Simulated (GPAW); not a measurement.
Crystal: PtS2.

```
CELL_PARAMETERS angstrom
3.54320 0.00000 0.00000
-1.77160 3.06850 0.00000
0.00000 0.00000 5.03880
ATOMIC_POSITIONS crystal
Pt 0.00000 0.00000 0.00000
S 0.66667 0.33333 0.77300
S 0.33333 0.66667 0.22700
```

Base run:

- Program: GPAW 26.7.0
- Functional: PBEsol
- Potentials or basis: PAW data sets generated in the run's folder for this functional
- Cutoff: 600 eV
- Basis: pw
- k mesh: 7 × 7 × 4
- Occupations: fermi-dirac, width 0.05 eV
- Spin: no spin polarisation

Its results: band gap on the k mesh 0.74 eV, indirect (least direct gap 0.91 eV); pressure 6.4 GPa; largest force 0.968 eV/Å.

Q: The run is repeated on the same cell with these changes: k mesh from 7 × 7 × 4 to 9 × 9 × 5. What comes out?

A: Band gap on the k mesh 0.93 eV, indirect (least direct gap 0.97 eV); pressure 6.4 GPa; largest force 0.969 eV/Å.

Caveats: spin-orbit coupling is left out, which moves the levels of the heavy elements.
